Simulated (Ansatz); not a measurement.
# MgO (Fm-3m) in Ansatz: settings compared

The runs below take MgO through ladder of functionals, phonons, projected density of states, with PBEsol, LDA+D3(BJ), r2SCAN50.

Everything below comes from runs of Ansatz 0.2.0. Logs are shortened: lines on timing, memory, paths and dates and some standing lists are left out, and cuts for length are marked.

**Experimental background.**

“Electronic structure of alkaline earth and post-transition metal oxides”, 2009, arxiv:0908.1581 quotes, for a bulk crystal of MgO: band gap 7.83 eV.

From “Infrared Optical Properties of Ferropericlase (Mg1-xFexO): Experiment and Theory”, 2007, arxiv:0704.2267, for a bulk crystal of MgO at 295 K: high-frequency dielectric constant 2.95 ± 0.1.

How close the calculation comes is told below.

## 1. The structure

The structure is cubic, space group Fm-3m (No. 225). The conventional cell has a = 4.194 Å, b = 4.194 Å, c = 4.194 Å, α = 90.00°, β = 90.00°, γ = 90.00°. Mg (site symmetry m-3m) is surrounded by 6 O at 2.10 Å. O (site symmetry m-3m) has 6 Mg at 2.10 Å as nearest neighbours.

The cell is a database's computed one.

## 2. Ladder of functionals, PBEsol

run.py

```python
import json

import ase.io
import numpy as np

import ansatz as az

atoms = ase.io.read("MgO.xyz")

calculation = (
    az.Crystal.from_ase(atoms)
    .calculation()
    .kpoints(11, 11, 11)
    .functional("pbesol")
    .pseudopotentials(kind="paw", accuracy="standard", xc_functional="pbe")
    .occupations(method="gaussian", width=0.15)
    .xc_energy_on_converged_density(("lda", "pbe", "rpbe", "revpbe", "blyp", "r2scan"))
    .forces()
    .stress()
    .band_table(publish=True)
)
outcome = calculation.run(threads=2, events_out="events.jsonl")

report = outcome.report
for line in open("events.jsonl"):
    event = json.loads(line)
    if event["event"] == "scf_iter":
        d = event["data"]
        print(f"SCF {d['iter']:3d}  HF = {d['harris_foulkes_ev']:.6f} eV  dr2 = {d['dr2_ev']:.2e} eV")
    elif event["event"] in ("relax_step", "md_step"):
        d = event["data"]
        print(f"{event['event']} {d['step']:3d}  E = {d['lagrangian_ev']:.6f} eV")
np.set_printoptions(precision=5, suppress=True, linewidth=110)
print("converged:", report["converged"], "after", report["n_iterations"], "iterations")
print(f"free energy {report['free_energy_ev']:.6f} eV, Fermi level {report['fermi_energy_ev']:.4f} eV")
for key in ("band_edges_ev", "magnetization_mub", "site_moments_mub", "site_moments_nc_mub", "forces_ev_ang",
                "stress_gpa"):
    if report.get(key) is not None:
        print(key, np.array(report[key]), sep="\n")
```

MgO.xyz

```xyz
2
Lattice="0.0000000000 2.0970013927 2.0970013927 2.0970013927 0.0000000000 2.0970013927 2.0970013927 2.0970013927 0.0000000000" Properties=species:S:1:pos:R:3 pbc="T T T"
Mg     0.0000000000      0.0000000000      0.0000000000
O      2.0970013927      2.0970013927      2.0970013927
```

Potentials or basis: SSSP efficiency PAW.

Launch:

```bash
$ python run.py
```

Standard output:

```text
DeckWarning: basis.ecutwfc = 680.284656 eV, auto-derived from the records' recommended cutoffs: set by O (normal level)
PlacementWarning: RAYON_NUM_THREADS=2 ignored (pool sized by the plan → 2); use plan(threads=…)
SCF   1  HF = -1010.100285 eV  dr2 = 2.17e+00 eV
SCF   2  HF = -1009.587234 eV  dr2 = 5.13e-01 eV
SCF   3  HF = -1009.458896 eV  dr2 = 3.28e-02 eV
SCF   4  HF = -1009.457831 eV  dr2 = 5.47e-05 eV
SCF   5  HF = -1009.457963 eV  dr2 = 1.98e-06 eV
SCF   6  HF = -1009.457965 eV  dr2 = 1.21e-08 eV
converged: True after 6 iterations
free energy -1009.457965 eV, Fermi level 8.0144 eV
band_edges_ev
[ 5.63603 10.38756]
magnetization_mub
0.0
forces_ev_ang
[[-0.  0.  0.]
 [ 0.  0. -0.]]
stress_gpa
[[ 2.13043  0.      -0.     ]
 [ 0.       2.13043  0.     ]
 [ 0.      -0.       2.13043]]
```

engine_input.yaml:

```text
crystal:
  lattice:
    - [0.0, 2.0970013927, 2.0970013927]
    - [2.0970013927, 0.0, 2.0970013927]
    - [2.0970013927, 2.0970013927, 0.0]
  atoms:
    - { symbol: Mg, position: [0.0, 0.0, 0.0] }
    - { symbol: O, position: [0.5, 0.5, 0.5] }
kpoints:
  mp_grid:
    grid: [11, 11, 11]
hamiltonian:
  xc: pbesol
  pseudopotentials:
    kind: paw
    accuracy: standard
    xc_functional: pbe
scf:
  occupations:
    method: gaussian
    width: 0.15
output:
  xc_energy_on_converged_density: [lda, pbe, rpbe, revpbe, blyp, r2scan]
  forces: true
  stress: true
  eigenvalues: true
```

Run time: 1.8 s. Hardware: 2 threads of Arm Neoverse V1, shared host; peak memory 0.44 GiB.

Results:

```yaml
Free_energy: -1009.4580 eV
Pressure: 2.1 GPa
Band_gap_on_the_k_mesh: 4.75 eV, direct
```

Levels at points of the mesh, in eV from the valence-band top:
```csv
k point,band 1,band 2,band 3,band 4,band 5,band 6,band 7,band 8
"(0.00, 0.00, 0.00)",-17.30,0.00,0.00,0.00,4.75,15.66,15.66,15.66
```

Caveat: odd divisions of the mesh miss points on the zone boundary, where band edges often lie, so the gap on the mesh can be too wide.

## 3. Ladder of functionals, PBEsol

input.yaml

```yaml
crystal:
  lattice:
    - [0.0, 2.0970013927, 2.0970013927]
    - [2.0970013927, 0.0, 2.0970013927]
    - [2.0970013927, 2.0970013927, 0.0]
  atoms:
    - { symbol: Mg, position: [0.0, 0.0, 0.0] }
    - { symbol: O, position: [0.5, 0.5, 0.5] }
hamiltonian:
  xc: pbesol
  pseudopotentials: { kind: paw, accuracy: standard, xc_functional: pbe }
kpoints:
  mp_grid: { grid: [11, 11, 11] }
scf:
  occupations: { method: gaussian, width: 0.15 }
output:
  forces: true
  stress: true
  eigenvalues: true
  xc_energy_on_converged_density: [lda, pbe, rpbe, revpbe, blyp, r2scan]
```

Potentials or basis: SSSP efficiency PAW.

Launch:

```bash
$ ansatz run input.yaml --threads 2 --pin off --max-ram 5120MiB --backend cpu --events-out ev --progress --plain --runs-dir out
```

Standard output:

```text
Warning: RAYON_NUM_THREADS=2 ignored (pool sized by the plan → 2); use --threads N
Engine: ansatz 0.2.0, aarch64-unknown-linux-gnu
Pseudopotentials: kind: paw
Pseudopotential: Mg, paw, valence charge 2, recommended cutoff 408.170794 eV (normal), Mg.paw.azcp
Pseudopotential: O, paw, valence charge 6, recommended cutoff 680.284656 eV (normal), O.paw.azcp
Functional definition: PBEsol
  exchange = pbesol_x
  correlation = pbesol_c
Crystal: 2 atoms, lattice volume = 18.443 Å³
Basis set: ecut = 680.284656 eV, 725 PW (Γ), exchange–correlation on 80×80×80 points (8 copies of the dense FFT grid, shifted against one another)
Bands: 8, of which v1, the nominal top of the filled ones, is band 4 counted from 1 (3 counted from 0)
Symmetry: 48 space group operations
Space group: Fm-3m (ITA 225), of the structure as read, at distance tolerance 2.6e-5 Å
k-points: 56 of 1331
Non-local potential: Mg, projectors of the file, l = 0: 2, l = 1: 2
Non-local potential: O, projectors of the file, l = 0: 2, l = 1: 2
PAW form: compensated (Kresse and Joubert's): semilocal exchange-correlation on the pseudo side sees the compensation charge
PAW frozen core: Mg, regenerated for the run's functional, and the local potential with it (the file was generated under x = pbe(κ = 0.804, μ = 0.2195149727645171), c = pbe(β = 0.06672455060314922))
PAW frozen core: O, regenerated for the run's functional, and the local potential with it (the file was generated under x = pbe(κ = 0.804, μ = 0.2195149727645171), c = pbe(β = 0.06672455060314922))
PAW one-centre angular grid: Mg, 110 points (default); XC on 64 Gauss nodes
PAW one-centre angular grid: O, 110 points (default); XC on 64 Gauss nodes
Initial density: superposition of atomic densities (chi_scale 0.1, normalization cell, long waves kept (reshape's long-wave potential 0.00 eV rms))
Initial wavefunctions: pseudopotential atomic-orbital guess
Functional: x = pbesol(κ = 0.804, μ = 0.12345679012345678), c = pbesol(β = 0.046)
Listed functional: x = slater, c = lda
Listed functional: x = pbe(κ = 0.804, μ = 0.2195149727645171), c = pbe(β = 0.06672455060314922)
Listed functional: x = rpbe, c = pbe(β = 0.06672455060314922)
Listed functional: x = revpbe(κ = 1.245, μ = 0.2195149727645171), c = pbe(β = 0.06672455060314922)
Listed functional: x = b88, c = lyp
Listed functional: x = r2scan, c = r2scan; τ floored in thin density (d = 2e-4 eV/Å³)
SCF iter   1: F=—  HF=-1010.100285 eV  |F-HF|=—  |Δ(HF+E_count)|=         —  Δρ=1.04e-1  dr2=2.17e0  ethr=3.10e-3  ⟨swp⟩=5.4  Hψ=3554  notcnv=0
preconditioner: auto → none  [insulator: Δε(μ)=5.979 eV  Ē_g=19.602 eV  σ=0.150 eV  W_gap=1.00  n_scr=0 (ndim 8)  ℏωp=24.5 eV  f_vac=0.000  D(μ)=0.00/eV (n_scr^D=0)  ε∞_Penn≈2.6]
SCF iter   2: F=—  HF=-1009.587234 eV  |F-HF|=—  |Δ(HF+E_count)|=   5.13e-1  Δρ=7.51e-2  dr2=5.13e-1  ethr=3.10e-3  ⟨swp⟩=3.0  Hψ=1534  notcnv=0
SCF iter   3: F=—  HF=-1009.458896 eV  |F-HF|=—  |Δ(HF+E_count)|=   1.28e-1  Δρ=1.99e-2  dr2=3.28e-2  ethr=3.10e-3  ⟨swp⟩=2.3  Hψ=893  notcnv=0
SCF iter   4: F=—  HF=-1009.457831 eV  |F-HF|=—  |Δ(HF+E_count)|=   1.07e-3  Δρ=9.39e-4  dr2=5.47e-5  ethr=4.10e-4  ⟨swp⟩=1.3  Hψ=633  notcnv=0
SCF iter   5: F=—  HF=-1009.457963 eV  |F-HF|=—  |Δ(HF+E_count)|=   1.32e-4  Δρ=1.64e-4  dr2=1.98e-6  ethr=6.83e-7  ⟨swp⟩=2.9  Hψ=779  notcnv=0
SCF iter   6: F=-1009.457965 eV  HF=-1009.457965 eV  |F-HF|=8.51e-8  |Δ(HF+E_count)|=   1.97e-6  Δρ=1.32e-5  dr2=1.21e-8  ethr=1.25e-9  ⟨swp⟩=9.2  Hψ=3136  notcnv=0
SCF 1 converged in 6 iterations: F = -1009.457965 eV  dr2 = 1.21e-8
SCF converged after 6 iterations
Free energy (F): -1009.457965 eV
Harris-Foulkes:  -1009.457965 eV  (|F-HF|=8.51e-8)
Internal energy: -1009.457965 eV  (E = F + TS)
E sigma→0 (E₀):  -1009.457965 eV
Fermi energy:    8.014391 eV
--- Per-component energies (eV) ---
  E_band       = 0.905633
  E_kinetic    = 244.281528
  E_local      = -445.572366  (includes V_loc(G=0)·N_el)
  E_nonlocal   = 78.315158
  E_hartree    = 136.953180
  E_xc         = -125.423594
  E_vxc        = -145.920322  (∫ρ·V_xc dr)
  E_paw        = -538.326694  (= ΣΔE_a)
  E_vpaw       = -4.106130  (= ΣTr[D̂ρ^β])
  E_aug_tail   = 0.000022  (compensation charges beyond the density's cutoff)
  E_ewald      = -359.730084
  E_core_change = 0.044885  (= ΣΔE_core)
  E_smearing   = -0.000000  (= −TS)
  E_closure    = 0.000000  (closes the sum)
  Σ components = -1009.457965   (vs F -1009.457965, Δ=0.00e0)
--- Forces (eV/Å), atoms counted from 1 ---
  atom   1  Mg    -0.00000000     0.00000000     0.00000000
  atom   2  O      0.00000000     0.00000000    -0.00000000
  max |Σ_I F_I| component: 1.53e-29 eV/Å
--- Stress (GPa, compression-positive) ---
        2.130427       0.000000      -0.000000
        0.000000       2.130427       0.000000
        0.000000      -0.000000       2.130427
  P = ⅓ Tr σ = 2.1304 GPa (21.304 kbar)
--- E_xc of listed functionals on the converged density (eV per cell; not total energies) ---
  on the closing iteration's output density plus the core of the run's pseudopotentials (for a meta-GGA, its output tau too, plus the cores' where a run under it adds that), as the run's own E_xc is; on PAW an entry holds the one-centre parts besides; self-consistent for pbesol alone
  E_xc = -649.708050  lda
  E_xc = -683.842365  pbe
  E_xc = -688.277976  rpbe
  E_xc = -687.045240  revpbe
  E_xc = -689.045724  blyp
  E_xc = -687.983427  r2scan
--- Band table (eV; the first three rows and the last of 56) ---
  k-point 0: bands = ["-11.6612", "5.6360", "5.6360", "5.6360", "10.3876", "21.2988", "21.2988", "21.2988"]
  k-point 1: bands = ["-11.5683", "5.0731", "5.5774", "5.5774", "10.9231", "20.1967", "21.5041", "21.5041"]
  k-point 2: bands = ["-11.3083", "3.8777", "5.4245", "5.4245", "11.9959", "18.7583", "21.9633", "21.9633"]
  k-point 55: bands = ["-9.9768", "2.4450", "2.6630", "3.9614", "16.7773", "17.4777", "17.8237", "21.4258"]
```

Wall time 0.95 s (2 threads of Arm Neoverse V1, shared host); peak memory 0.32 GiB.

What came out:

| Property | Result |
| --- | --- |
| Free energy | -1009.4580 eV |
| Pressure | 2.1 GPa |
| Band gap on the k mesh | 4.75 eV, direct |

Levels at points of the mesh, in eV from the valence-band top:
| k point | band 1 | band 2 | band 3 | band 4 | band 5 | band 6 | band 7 | band 8 |
| --- | --- | --- | --- | --- | --- | --- | --- | --- |
| (0.00, 0.00, 0.00) | -17.30 | 0.00 | 0.00 | 0.00 | 4.75 | 15.66 | 15.66 | 15.66 |

Caveat: odd divisions of the mesh miss points on the zone boundary, where band edges often lie, so the gap on the mesh can be too wide.

(Continued in part 2 of 2.)
